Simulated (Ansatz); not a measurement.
# SrSnO3: further runs on the relaxed cell

An exercise on one series of results from a longer session: the logs are not shown, and one member is left open.

Program: Ansatz 0.2.0. Level of theory: DFT PBE and PBEsol (the runs whose input is shown use PBEsol), scalar-relativistic, plane waves, PAW. These are calculated values, not measurements.

## Starting point

Symmetry: Pnma, No. 62, orthorhombic system. The conventional cell has a = 5.810 Å, b = 8.179 Å, c = 5.775 Å, α = 90.00°, β = 90.00°, γ = 90.00°. Around Sr (site symmetry m) lie 8 O at 2.52 to 2.88 Å. Sn (site symmetry -1) is surrounded by 6 O at 2.09 to 2.10 Å. O (site symmetry m) is surrounded by 2 Sn at 2.09 Å and 2 Sr at 2.52 to 2.65 Å. O (site symmetry 1) has 2 Sn at 2.09 to 2.10 Å and 3 Sr at 2.54 to 2.88 Å as nearest neighbours.

Coordinates:

```xyz
20
Lattice="5.8102 0.0000 0.0000 0.0000 8.1788 0.0000 0.0000 0.0000 5.7753" Properties=species:S:1:pos:R:3 pbc="T T T"
Sr    0.1920    2.0447    5.7338
Sr    5.6182    6.1341    0.0415
Sr    2.7131    6.1341    2.8462
Sr    3.0971    2.0447    2.9291
Sn    2.9051    0.0000    0.0000
Sn    2.9051    4.0894    0.0000
Sn    0.0000    0.0000    2.8877
Sn    0.0000    4.0894    2.8877
O     2.7954    2.0447    0.4300
O     3.0149    6.1341    5.3453
O     0.1098    6.1341    3.3177
O     5.7005    2.0447    2.4576
O     1.6635    0.3216    4.1167
O     4.1468    4.4109    1.6586
O     1.2416    7.8572    1.2291
O     4.5686    3.7678    4.5462
O     4.1468    7.8572    1.6586
O     1.6635    3.7678    4.1167
O     4.5686    0.3216    4.5462
O     1.2416    4.4109    1.2291
```

This cell was relaxed beforehand with the same method: volume 13.72 Å³/atom, gap on the mesh 1.77 eV.

The first run:

File input.yaml:

```yaml
crystal:
  lattice:
    - [5.8102245872, 0.0, 0.0]
    - [0.0, 8.1787502101, 0.0]
    - [0.0, 0.0, 5.7753124339]
  atoms:
    - { symbol: Sr, position: [0.0330505081, 0.25, 0.9928156346] }
    - { symbol: Sr, position: [0.9669494919, 0.75, 0.0071843654] }
    - { symbol: Sr, position: [0.4669494919, 0.75, 0.4928156346] }
    - { symbol: Sr, position: [0.5330505081, 0.25, 0.5071843654] }
    - { symbol: Sn, position: [0.5, 0.0, 0.0] }
    - { symbol: Sn, position: [0.5, 0.5, 0.0] }
    - { symbol: Sn, position: [0.0, 0.0, 0.5] }
    - { symbol: Sn, position: [0.0, 0.5, 0.5] }
    - { symbol: O, position: [0.4811104771, 0.25, 0.074461014] }
    - { symbol: O, position: [0.5188895229, 0.75, 0.925538986] }
    - { symbol: O, position: [0.0188895229, 0.75, 0.574461014] }
    - { symbol: O, position: [0.9811104771, 0.25, 0.425538986] }
    - { symbol: O, position: [0.2862999661, 0.0393157661, 0.7128149216] }
    - { symbol: O, position: [0.7137000339, 0.5393157661, 0.2871850784] }
    - { symbol: O, position: [0.2137000339, 0.9606842339, 0.2128149216] }
    - { symbol: O, position: [0.7862999661, 0.4606842339, 0.7871850784] }
    - { symbol: O, position: [0.7137000339, 0.9606842339, 0.2871850784] }
    - { symbol: O, position: [0.2862999661, 0.4606842339, 0.7128149216] }
    - { symbol: O, position: [0.7862999661, 0.0393157661, 0.7871850784] }
    - { symbol: O, position: [0.2137000339, 0.5393157661, 0.2128149216] }
basis:
  ecutwfc: 420
kpoints:
  mp_grid: { grid: [6, 4, 6] }
hamiltonian:
  xc: pbesol
scf:
  occupations: { method: gaussian, width: 0.02 }
output:
  forces: true
  stress: true
  eigenvalues: true
relax:
  adjacent_minimum: "off"
  f_tol: 0.005
  max_steps: 50
  cell: { stress_tol: 0.05 }
```

The run is started by

```sh
> ansatz run input.yaml --threads 8 --pin off --max-ram 22528MiB --backend cpu --events-out ev --progress --plain --runs-dir out
```

Steps of the session up to this table: Relaxing with PBEsol; Relaxing with PBE+D3(BJ); Relaxing with LDA; The cell under r2SCAN.

One of the session's tables, all rows but one given; the rest of the session is left out.

It belongs to the step «One structure, several functionals». 

| functional | a (Å) | b (Å) | c (Å) | volume (Å³/atom) | gap on the mesh (eV) |
| --- | --- | --- | --- | --- | --- |
| PBE | 5.810 | 8.179 | 5.775 | 13.72 | 1.77 |
| PBEsol | 5.739 | 8.077 | 5.707 | 13.23 | 2.01 |
| PBE+D3(BJ) | 5.770 | 8.125 | 5.740 | 13.46 | 1.93 |
| LDA | 5.682 | 7.996 | 5.650 | 12.83 | 2.25 |
| r2SCAN | ? | ? | ? | ? | ? |

Q: Estimate the row for r2SCAN from the others.

The run gave: a (Å): 5.730; b (Å): 8.087; c (Å): 5.720; volume (Å³/atom): 13.26; gap on the mesh (eV): 2.62. In the column «a (Å)» it lies between LDA (5.682) and PBEsol (5.739).
